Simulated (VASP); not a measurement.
# HC60N3 (a cell with a defect) in VASP: further runs, part 2 of 2

VASP 6.6.1.

## (4) Single point, r2SCAN

The input, INCAR:

```
SYSTEM = HC60N3
PREC = Accurate
ENCUT = 520
EDIFF = 1E-6
ISMEAR = 0
SIGMA = 0.03
LREAL = .FALSE.
LASPH = .TRUE.
NELM = 60
ALGO = Normal
ISIF = 2
LWAVE = .FALSE.
LCHARG = .TRUE.
METAGGA = R2SCAN
LMIXTAU = .TRUE.
LELF = .TRUE.
LVHAR = .TRUE.
NBANDS = 166
```

The input, KPOINTS:

```
regular mesh
0
G
  2 2 2
  0 0 0
```

The input, POSCAR:

```
HC60N3
1.0
    7.1400000000      0.0000000000      0.0000000000
    0.0000000000      7.1400000000      0.0000000000
    0.0000000000      0.0000000000      7.1400000000
H C N
1 60 3
Direct
    0.5245286500      0.5245286500      0.5245286500
    0.6319130000      0.6319130000      0.6319130000
    0.5014860000      0.7507060000      0.7507060000
    0.7507060000      0.5014860000      0.7507060000
    0.7507060000      0.7507060000      0.5014860000
    0.4950870000      0.2505090000      0.7494590000
    0.4950870000      0.7494590000      0.2505090000
    0.2505090000      0.4950870000      0.7494590000
    0.7494590000      0.4950870000      0.2505090000
    0.2505090000      0.7494590000      0.4950870000
    0.7494590000      0.2505090000      0.4950870000
    0.6235760000      0.3759650000      0.8734240000
    0.6235760000      0.8734240000      0.3759650000
    0.3759650000      0.6235760000      0.8734240000
    0.8734240000      0.6235760000      0.3759650000
    0.3759650000      0.8734240000      0.6235760000
    0.8734240000      0.3759650000      0.6235760000
    0.5050870000      0.2510410000      0.2510410000
    0.2510410000      0.5050870000      0.2510410000
    0.2510410000      0.2510410000      0.5050870000
    0.1273950000      0.6227350000      0.6227350000
    0.6227350000      0.1273950000      0.6227350000
    0.6227350000      0.6227350000      0.1273950000
    0.9999620000      0.4999560000      0.4999560000
    0.4999560000      0.9999620000      0.4999560000
    0.4999560000      0.4999560000      0.9999620000
    0.1278200000      0.3773090000      0.3773090000
    0.3773090000      0.1278200000      0.3773090000
    0.3773090000      0.3773090000      0.1278200000
    0.6239330000      0.8758650000      0.8758650000
    0.8758650000      0.6239330000      0.8758650000
    0.8758650000      0.8758650000      0.6239330000
    0.0011195000      0.7494200000      0.7494200000
    0.7494200000      0.0011195000      0.7494200000
    0.7494200000      0.7494200000      0.0011195000
    0.1237350000      0.3750450000      0.8761320000
    0.1237350000      0.8761320000      0.3750450000
    0.3750450000      0.1237350000      0.8761320000
    0.8761320000      0.1237350000      0.3750450000
    0.3750450000      0.8761320000      0.1237350000
    0.8761320000      0.3750450000      0.1237350000
    0.9987500000      0.2495250000      0.7493430000
    0.9987500000      0.7493430000      0.2495250000
    0.2495250000      0.9987500000      0.7493430000
    0.7493430000      0.9987500000      0.2495250000
    0.2495250000      0.7493430000      0.9987500000
    0.7493430000      0.2495250000      0.9987500000
    0.1237820000      0.1237820000      0.6246850000
    0.1237820000      0.6246850000      0.1237820000
    0.6246850000      0.1237820000      0.1237820000
    0.0017403000      0.2503660000      0.2503660000
    0.2503660000      0.0017403000      0.2503660000
    0.2503660000      0.2503660000      0.0017403000
    0.1249420000      0.8743930000      0.8743930000
    0.8743930000      0.1249420000      0.8743930000
    0.8743930000      0.8743930000      0.1249420000
    0.9999680000      0.9999680000      0.4998950000
    0.9999680000      0.4998950000      0.9999680000
    0.4998950000      0.9999680000      0.9999680000
    0.1254050000      0.1254050000      0.1254050000
    0.9997840000      0.9997840000      0.9997840000
    0.6351560000      0.3648080000      0.3648080000
    0.3648080000      0.6351560000      0.3648080000
    0.3648080000      0.3648080000      0.6351560000
```

Potentials or basis: VASP PAW PBE potentials, release 64 (H, C, N).

On the command line:

```bash
$ cat potpaw_PBE.64/H/POTCAR potpaw_PBE.64/C/POTCAR potpaw_PBE.64/N/POTCAR > POTCAR
$ mpirun -np 1 vasp_std > vasp.out
```

Wall time 29 min (1 thread of Intel Xeon Platinum 8259CL at 2.50GHz (Skylake/Cascade Lake), shared host); peak memory 0.52 GiB.

Results (log left out):

- Free energy: -616.6031 eV
- Pressure: -3.4 GPa
- Largest force: 4.355 eV/Å
- Band gap on the k mesh: 3.77 eV, indirect (least direct gap 3.82 eV)

Forces on the atoms (eV/Å):
```
H    2.514  2.514  2.514
C   -2.006 -2.006 -2.006
C    0.129 -0.218 -0.218
C   -0.218  0.129 -0.218
C   -0.218 -0.218  0.129
C    0.092 -0.050  0.072
C    0.092  0.072 -0.050
C   -0.050  0.092  0.072
C    0.072  0.092 -0.050
C   -0.050  0.072  0.092
C    0.072 -0.050  0.092
C    0.014  0.036  0.002
C    0.014  0.002  0.036
C    0.036  0.014  0.002
C    0.002  0.014  0.036
C    0.036  0.002  0.014
C    0.002  0.036  0.014
C   -0.016 -0.115 -0.115
C   -0.115 -0.016 -0.115
C   -0.115 -0.115 -0.016
C   -0.003 -0.035 -0.035
C   -0.035 -0.003 -0.035
C   -0.035 -0.035 -0.003
C   -0.017  0.001  0.001
C    0.001 -0.017  0.001
C    0.001  0.001 -0.017
C    0.000  0.036  0.036
C    0.036  0.000  0.036
C    0.036  0.036  0.000
C   -0.050  0.041  0.041
C    0.041 -0.050  0.041
C    0.041  0.041 -0.050
C   -0.009  0.019  0.019
C    0.019 -0.009  0.019
C    0.019  0.019 -0.009
C    0.016 -0.002 -0.028
C    0.016 -0.028 -0.002
C   -0.002  0.016 -0.028
C   -0.028  0.016 -0.002
C   -0.002 -0.028  0.016
C   -0.028 -0.002  0.016
C   -0.003 -0.025 -0.013
C   -0.003 -0.013 -0.025
C   -0.025 -0.003 -0.013
C   -0.013 -0.003 -0.025
C   -0.025 -0.013 -0.003
C   -0.013 -0.025 -0.003
C    0.020  0.020 -0.001
C    0.020 -0.001  0.020
C   -0.001  0.020  0.020
C    0.005 -0.022 -0.022
C   -0.022  0.005 -0.022
C   -0.022 -0.022  0.005
C    0.009 -0.006 -0.006
C   -0.006  0.009 -0.006
C   -0.006 -0.006  0.009
C    0.020  0.020  0.044
C    0.020  0.044  0.020
C    0.044  0.020  0.020
C   -0.001 -0.001 -0.001
C   -0.005 -0.005 -0.005
N   -0.111 -0.093 -0.093
N   -0.093 -0.111 -0.093
N   -0.093 -0.093 -0.111
```

Stress tensor (GPa, compression positive):
```
-3.41 -1.23 -1.23
-1.23 -3.41 -1.23
-1.23 -1.23 -3.41
```

Levels at points of the mesh, in eV from the valence-band top:
| k point | band 124 | band 125 | band 126 | band 127 | band 128 | band 129 | band 130 | band 131 | band 132 | band 133 |
| --- | --- | --- | --- | --- | --- | --- | --- | --- | --- | --- |
| (0.00, 0.00, 0.00) | -1.85 | -1.45 | -0.21 | -0.21 | 0.00 | 3.82 | 4.02 | 4.02 | 4.26 | 4.26 |
| (0.50, 0.00, 0.00) | -2.39 | -1.98 | -1.17 | -0.97 | -0.49 | 3.77 | 3.91 | 4.80 | 5.21 | 5.92 |
| (0.50, 0.50, 0.00) | -1.44 | -1.44 | -1.34 | -0.62 | -0.27 | 5.19 | 5.23 | 5.46 | 5.68 | 5.80 |
| (0.50, 0.50, 0.50) | -2.22 | -2.22 | -0.81 | -0.81 | -0.28 | 5.10 | 5.10 | 5.28 | 5.64 | 5.73 |

Caveat: the k mesh is coarse (spacing up to 0.44 Å⁻¹), so the values aren't converged; the PAW data sets were made with another functional, which shifts forces and pressure a little. r2SCAN opens gaps a little over a GGA but as a rule still falls short of measured ones.

## (5) Summary

| level | potentials or basis | gap on the mesh (eV) | pressure (GPa) | largest force (eV/Å) |
| --- | --- | --- | --- | --- |
| PBE | VASP PAW PBE potentials, release 64 (H, C, N) | 3.51 | 0.5 | 4.04 |
| LDA | VASP PAW LDA potentials, release 64 (H, C, N) | 3.43 | -13.5 | 3.69 |
| r2SCAN | VASP PAW PBE potentials, release 64 (H, C, N) | 3.77 | -3.4 | 4.35 |

Alike in all rows: task single point; no spin polarisation; cell as given; k mesh 2 × 2 × 2; cutoff (eV) 520; smearing gaussian 0.03 eV; the mesh is coarse, so values aren't converged.

Caveats: all runs use coarse meshes; the PAW data sets were made with another functional, which shifts forces and pressure a little (some runs).

Absolute energies hang on the potentials; compare differences alone.
